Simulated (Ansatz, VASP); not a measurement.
One calculation of ScAl3, two programs

```xyz
4
Lattice="4.1053 0.0000 0.0000 0.0000 4.1053 0.0000 0.0000 0.0000 4.1053" Properties=species:S:1:pos:R:3 pbc="T T T"
Sc    0.0000    0.0000    0.0000
Al    2.0527    0.0000    2.0527
Al    0.0000    2.0527    2.0527
Al    2.0527    2.0527    0.0000
```

Alike in both runs: functional PBE; k mesh 10 × 10 × 10; occupations gaussian, width 0.1 eV; no spin polarisation.

Ansatz relaxed the structure, and its values are those at the end. VASP's run is a single point on that final structure, the one shown.

|  | VASP | Ansatz |
| --- | --- | --- |
| version | VASP 6.6.1 | Ansatz 0.2.0 |
| potentials or method | VASP PAW PBE potentials, release 64 (Sc_sv, Al) | scalar-relativistic, plane waves, PAW |
| plane-wave cutoff (eV) | 520 | 420 |
| valence electrons in the cell | 20 | 20 |

|  | VASP | Ansatz | Ansatz less VASP |
| --- | --- | --- | --- |
| gap on the k mesh at the Fermi level (eV) | none | none | - |
| pressure (GPa) | 0.0 | 0.0 | -0.01 |

A gap of «none» marks a metal or a gap that the smearing closes.
